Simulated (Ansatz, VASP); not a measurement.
Two plane-wave programs on Os

```xyz
2
Lattice="2.7380 0.0000 0.0000 -1.3690 2.3712 0.0000 0.0000 0.0000 4.3204" Properties=species:S:1:pos:R:3 pbc="T T T"
Os    0.0000    1.5808    1.0801
Os    1.3690    0.7904    3.2403
```

Alike in both runs: functional r2SCAN; k mesh 18 × 18 × 10; occupations fermi-dirac, width 0.15 eV; no spin polarisation.

Ansatz relaxed the structure, and its values are those at the end. VASP's run is a single point on that final structure, the one shown.

```csv
,VASP,Ansatz
version,VASP 6.6.1,Ansatz 0.2.0
potentials or method,"VASP PAW PBE potentials, release 64 (Os)","scalar-relativistic, plane waves, PAW"
plane-wave cutoff (eV),520,500
valence electrons in the cell,16,32
```

VASP gave:

- gap on the k mesh at the Fermi level (eV): none
- pressure (GPa): 1.0

Task: Estimate Ansatz's values.

Result: gap on the k mesh at the Fermi level (eV): none; pressure (GPa): 0.0.

A gap of «none» marks a metal or a gap that the smearing closes. The two sets of potentials don't hold the same shells in valence.

Caveats: the PAW data sets were made with another functional, which shifts forces and pressure a little (VASP). The runs have no spin-orbit coupling, so splittings on Os are missing.
